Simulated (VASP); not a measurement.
Crystal: NaH.

```
Na H
1.0
     0.00000    2.44000    2.44000
     2.44000    0.00000    2.44000
     2.44000    2.44000    0.00000
Na H
1 1
Direct
  0.00000 0.00000 0.00000
  0.50000 0.50000 0.50000
```

| Item | Value |
| --- | --- |
| Program | VASP 6.6.1 |
| Task | relaxation of cell and atoms |
| Functional | LDA |
| Potentials or basis | VASP PAW LDA potentials, release 64 (Na_pv, H) |
| Cutoff | 600 eV |
| k mesh | 8 × 8 × 8 |
| Occupations | gaussian, width 0.02 eV |
| Spin | no spin polarisation |

At the start: pressure -2.6 GPa; volume 14.53 Å³/atom.

**Question.** How do energy, volume and symmetry change on relaxing?

**Answer.** Over 5 steps the energy falls by 14.7 meV/atom and the volume is 12.90 Å³/atom (-11.2 %); space group Fm-3m (No. 225, to 0.05 Å).

Step by step:
```csv
step,energy change (eV),largest force (eV/Å),pressure (GPa),volume (Å³)
1,0.0000,0.0000,-2.62,29.05
2,-0.0143,0.0000,-1.98,28.07
3,-0.0285,0.0000,-0.53,26.30
4,-0.0294,0.0000,0.07,25.73
5,-0.0294,0.0000,-0.01,25.79
```

Final structure:
```
Na H
1.0
     0.00000    2.34500    2.34500
     2.34500    0.00000    2.34500
     2.34500    2.34500    0.00000
Na H
1 1
Direct
  0.00000 0.00000 0.00000
  0.50000 0.50000 0.50000
```

Caveat: the volume moved by -11 % from the deposited cell, more than functionals usually miss.
